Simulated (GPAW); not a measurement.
# InAs (F-43m) in GPAW: reference runs

Aim: a first look at InAs with PBE, on the cell as given.

Everything below comes from runs of GPAW 26.7.0. Logs are shortened: lines on timing, memory, paths and dates and some standing lists are left out, and cuts for length are marked. The log counts tension as positive stress, the text compression.

**What was measured.**

A printed reference work, data compilation reports, for a bulk crystal of InAs at 4.2 K: band gap 0.418 eV (direct).

How close the calculation comes is told below.

## 1. The structure

The structure is cubic, space group F-43m (No. 216). Conventional cell: a = 6.036 Å, b = 6.036 Å, c = 6.036 Å, α = 90.00°, β = 90.00°, γ = 90.00°. In (site symmetry -43m) is surrounded by 4 As at 2.61 Å. Around As (site symmetry -43m) lie 4 In at 2.61 Å.

## 2. Single point, PBE

Contents of run.py:

```python
from ase import Atoms
from ase.dft.bandgap import bandgap
from ase.io import write
from ase.units import GPa
from gpaw import GPAW, PW

atoms = Atoms(['In', 'As'],
              cell=[[0.0, 3.018, 3.018],
                    [3.018, 0.0, 3.018],
                    [3.018, 3.018, 0.0]],
              scaled_positions=[[0.0, 0.0, 0.0],
                                [0.75, 0.75, 0.75]],
              pbc=True)

calc = GPAW(mode=PW(600),
            xc='PBE',
            kpts={'size': (8, 8, 8), 'gamma': True},
            occupations={'name': 'fermi-dirac', 'width': 0.05},
            nbands=18,
            convergence={'density': 1e-05, 'energy': 1e-05},
            maxiter=150,
            txt='gpaw.txt')
atoms.calc = calc
energy = atoms.get_potential_energy()
forces = atoms.get_forces()
stress = atoms.get_stress()
calc.write('gs.gpw')
write('result.traj', atoms)
print(f'Energy: {energy:.6f} eV')
print('Forces (eV/A):')
print(forces.round(4))
print('Stress (GPa):', (stress / GPa).round(3))
print('Fermi level:', round(calc.get_fermi_level(), 4), 'eV')
print(f'Gap: {bandgap(calc)[0]:.4f} eV, direct: {bandgap(calc, direct=True)[0]:.4f} eV')
```

Potentials or basis: GPAW PAW data sets (gpaw-data 1.2.1), pw.

Command:

```bash
> OMP_NUM_THREADS=1 python run.py
```

gpaw.txt:

```text
__  _  _
 | _ |_)|_||  |
 |__||  | ||/\| - 26.7.0

Input parameters:
  mode=PW(ecut=600.0),
  convergence={'density': 1e-05, 'energy': 1e-05},
  kpts=MonkhorstPack(size=(8, 8, 8), gamma=True),
  maxiter=150,
  nbands=18,
  occupations=Occupations(name='fermi-dirac', width=0.05),
  xc=XC(name='PBE')

Diagonalizing LCAO Hamiltonian
Converting LCAO to pw mode

                     As

       In

Atoms  # Å, Bohr magnetons
|   | symbol |        x |        y |        z |    initial magnetic moments |
|---|--------|----------|----------|----------|-----------------------------|
| 0 |     In | 0.000000 | 0.000000 | 0.000000 | ( 0.0000,  0.0000,  0.0000) |
| 1 |     As | 4.527000 | 4.527000 | 4.527000 | ( 0.0000,  0.0000,  0.0000) |

Unit cell  # Å
| periodic |        x |        y |        z |  lengths |    angles |
|----------|----------|----------|----------|----------|-----------|
|      yes | 0.000000 | 3.018000 | 3.018000 | 4.268097 | 60.000000 |
|      yes | 3.018000 | 0.000000 | 3.018000 | 4.268097 | 60.000000 |
|      yes | 3.018000 | 3.018000 | 0.000000 | 4.268097 | 60.000000 |

Number of symmetries: 24
Symmetry operations  # r_c * U_cc + t_c -> r_c
|    | kind |            matrix            |
|----|------|------------------------------|
|  0 |  E   |  1, 0, 0,  0, 1, 0,  0, 0, 1 |
|  1 |  σ   |  1, 0, 0,  0, 0, 1,  0, 1, 0 |
|  2 |  σ   |  1, 0,-1,  0, 1,-1,  0, 0,-1 |
|  3 |  C3  |  1, 0,-1,  0, 0,-1,  0, 1,-1 |
|  4 |  C3  |  1,-1, 0,  0,-1, 1,  0,-1, 0 |
|  5 |  σ   |  1,-1, 0,  0,-1, 0,  0,-1, 1 |
|  6 |  σ   |  0, 1, 0,  1, 0, 0,  0, 0, 1 |
|  7 |  C3  |  0, 1, 0,  0, 0, 1,  1, 0, 0 |
|  8 |  C2  |  0, 1,-1,  1, 0,-1,  0, 0,-1 |
|  9 |  S4  |  0, 1,-1,  0, 0,-1,  1, 0,-1 |
| 10 |  C3  |  0, 0, 1,  1, 0, 0,  0, 1, 0 |
| 11 |  σ   |  0, 0, 1,  0, 1, 0,  1, 0, 0 |
| 12 |  S4  |  0, 0,-1,  1, 0,-1,  0, 1,-1 |
| 13 |  C3  |  0, 0,-1,  0, 1,-1,  1, 0,-1 |
| 14 |  S4  |  0,-1, 1,  1,-1, 0,  0,-1, 0 |
| 15 |  C2  |  0,-1, 1,  0,-1, 0,  1,-1, 0 |
| 16 |  C3  |  0,-1, 0,  1,-1, 0,  0,-1, 1 |
| 17 |  S4  |  0,-1, 0,  0,-1, 1,  1,-1, 0 |
| 18 |  S4  | -1, 1, 0, -1, 0, 1, -1, 0, 0 |
| 19 |  C3  | -1, 1, 0, -1, 0, 0, -1, 0, 1 |
| 20 |  C3  | -1, 0, 1, -1, 1, 0, -1, 0, 0 |
| 21 |  S4  | -1, 0, 1, -1, 0, 0, -1, 1, 0 |
| 22 |  σ   | -1, 0, 0, -1, 1, 0, -1, 0, 1 |
| 23 |  C2  | -1, 0, 0, -1, 0, 1, -1, 1, 0 |

BZ-sampling:
  Number of BZ points: 512
  Number of IBZ points: 29

  Monkhorst-Pack size: [8, 8, 8]
  Monkhorst-Pack shift: [0.0625, 0.0625, 0.0625]

K-points  # in reciprocal-cell coordinates
|     |                                coordinates |     weight |
|-----|--------------------------------------------|------------|
|   0 | (  0.00000000,   0.00000000,   0.00000000) | 0.00195312 |
|   1 | (  0.12500000,   0.12500000,   0.00000000) | 0.01171875 |
|   2 | (  0.12500000,   0.12500000,   0.12500000) | 0.01562500 |
|   3 | (  0.25000000,   0.12500000,   0.12500000) | 0.02343750 |
|   4 | (  0.25000000,   0.25000000,   0.00000000) | 0.01171875 |
|   5 | (  0.25000000,   0.25000000,   0.12500000) | 0.04687500 |
|   6 | (  0.25000000,   0.25000000,   0.25000000) | 0.01562500 |
|   7 | (  0.37500000,   0.25000000,  -0.37500000) | 0.04687500 |
|   8 | (  0.37500000,   0.25000000,   0.12500000) | 0.04687500 |
|   9 | (  0.37500000,   0.25000000,   0.25000000) | 0.04687500 |
| ... |                                            |            |
|  28 | (  0.50000000,   0.50000000,   0.50000000) | 0.00781250 |

Plane wave coefficients: 1856
Cutoff: 600.0 eV

Spin-components: 1 (collinear spins)
Bands:           18
Projectors:      11
Spin-degeneracy: 2
Datatype:        complex128

Density:
  Valence electrons: 18.0
  Components: 1
  Grid points: [25 25 25]
  Charge: 0.0  # |e|

Potential:
  Grid points: [25 25 25]

species:
  In:
    name:    Indium
    Z:       49.0
    valence: 13
    core:    36
    charge:  0.0  # [|e|]
    compensation charges:
      type: gauss
      rc: 0.36  # [Å]
      lmax: 2
    cutoffs:
      filter: 2.09  # [Å]
      core: 2.48  # [Å]
    projectors
    | kind |    occ | energy [eV] | rcut [Å] |
    |------|--------|-------------|----------|
    |   5s |  2.000 |      -8.203 |    1.185 |
    |   5p |  1.000 |      -2.521 |    1.244 |
    |   4d | 10.000 |     -18.629 |    1.148 |
    |    s |        |      19.008 |    1.185 |
    |    p |        |      24.691 |    1.244 |
    |    d |        |       8.583 |    1.148 |

    Using partial waves for In as LCAO basis

  As:
    name:    Arsenic
    Z:       33.0
    valence: 5
    core:    28
    charge:  0.0  # [|e|]
    compensation charges:
      type: gauss
      rc: 0.33  # [Å]
      lmax: 2
    cutoffs:
      filter: 1.87  # [Å]
      core: 2.96  # [Å]
    projectors
    | kind |    occ | energy [eV] | rcut [Å] |
    |------|--------|-------------|----------|
    |   4s |  2.000 |     -14.487 |    1.058 |
    |   4p |  3.000 |      -5.196 |    1.058 |
    |    s |        |      12.725 |    1.058 |
    |    p |        |      22.016 |    1.058 |
    |    d |        |       0.000 |    1.058 |

    Using partial waves for As as LCAO basis

Reference energy: -221478.393260  # eV

eigensolver:
  PPCG
  Converge bands: occupied
  niter=2

density mixing:
  MSR1-Mixer
  Pratt-step length: 0.05
  Maximum mixing coefficient: 0.75
  Old densities: 10
  SVD Regularization: 0.005
  Good broyden scale: 1.0
  Trust region scale: 1.0
  Backstep threshold: 4.0
  History deletion threshold: 6.0
  Fourier metric: weight=20.0, sigma=0.015

occupation numbers:
  Fermi-Dirac:
    width: 0.0500  # eV

poisson solver:
  ecut: 4800.0  # eV

xc functional:
[... 9 lines left out ...]
|iter     | |      energy | eigst |  dens |
|---------|-|-------------|-------|-------|
|iter:   1| |   -8.118307 | -0.34 |       |
|iter:   2| |   -8.073646 | -2.36 | -1.17 |
|iter:   3| |   -7.903560 | -1.94 | -1.21 |
|iter:   4| |   -7.904693 | -3.32 | -1.80 |
|iter:   5| |   -7.904806 | -4.11 | -2.32 |
|iter:   6| |   -7.904834c| -5.65 | -3.12 |
|iter:   7| |   -7.904837c| -6.67 | -3.56 |
|iter:   8| |   -7.904837c| -8.15c| -4.62 |
|iter:   9| |   -7.904837c| -8.39c| -5.36c|

Converged in 9 steps
Energy contributions relative to reference atoms: (reference = -221478.393260)

Energy contributions:
  Kinetic:          27.002200
  Coulomb:         -24.729028
  Zero:              0.139455
  External:          0.000000
  Xc:              -10.317193
  Entropy:          -0.000544
  Spinorbit:         0.000000
  ----------------------------
  Free energy:      -7.905110
  Extrapolated:     -7.904837

dipole moment: (-17.118226, -17.118226, -17.118226)  # |e|*Ang

Fermi level: 4.952
Eigenvalues  # (at kpt = [0.000, 0.000, 0.000])
| band index |      eig [eV] | occ [0-2] |
|------------|---------------|-----------|
|          0 |        -9.407 |     2.000 |
|        ... |               |           |
|          2 |        -9.407 |     2.000 |
|          3 |        -9.278 |     2.000 |
|          4 |        -9.278 |     2.000 |
|          5 |        -6.992 |     2.000 |
|          6 |         4.743 |     1.969 |
|          7 |         4.904 |     1.446 |
|          8 |         4.904 |     1.446 |
|          9 |         4.904 |     1.446 |
|         10 |         8.796 |     0.000 |
|         11 |         8.796 |     0.000 |
|         12 |         8.796 |     0.000 |
|         13 |        12.470 |     0.000 |
|         14 |        14.638 |     0.000 |
|         15 |        14.638 |     0.000 |
|         16 |        15.399 |     0.000 |
|         17 |        15.399 |     0.000 |

No gap
No difference between direct/indirect transitions

Forces  # eV/Ang
|        x |        y |        z |
|----------|----------|----------|
|  0.00000 | -0.00000 | -0.00000 |  # In   0
| -0.00000 |  0.00000 |  0.00000 |  # As   1

Stress tensor  # eV/Ang^3
|         x |         y |         z |
|-----------|-----------|-----------|
| -0.025242 | -0.000000 | -0.000000 |
| -0.000000 | -0.025242 |  0.000000 |
| -0.000000 |  0.000000 | -0.025242 |

# Writing to gs.gpw (mode='')
```

Run time: 30 s. Hardware: 1 thread of Intel Xeon Platinum 8488C (Sapphire Rapids), shared host; peak memory 0.17 GiB.

Results:

```yaml
Free_energy: -7.9051 eV
Pressure: 4.0 GPa
Band_gap_on_the_k_mesh: none (metal or under the smearing width)
```

Levels at points of the mesh, in eV from the Fermi level:
| k point | band 7 | band 8 | band 9 | band 10 | band 11 | band 12 |
| --- | --- | --- | --- | --- | --- | --- |
| (0.00, 0.00, 0.00) | -0.21 | -0.05 | -0.05 | -0.05 | 3.84 | 3.84 |
| (0.50, 0.50, 0.00) | -5.91 | -2.40 | -2.40 | 1.49 | 2.02 | 9.18 |
| (0.50, 0.50, 0.50) | -5.84 | -1.05 | -1.05 | 0.92 | 4.63 | 4.63 |

Caveat: this crystal is a semiconductor, whose small gap the functional closes, so the metal is an error of the method.

## 3. Comparison with measurements

Step 2. Measured gap of InAs: 0.418 eV (direct; 4.2 K; a printed reference work, data compilation). This calculation gives 0.00 eV (-0.42 eV). Spin-orbit coupling on As, In is left out. The value is that of PBE on a finite k mesh, which can miss the band edges, without temperature or zero-point motion. Semilocal functionals fall short of measured gaps as a rule.
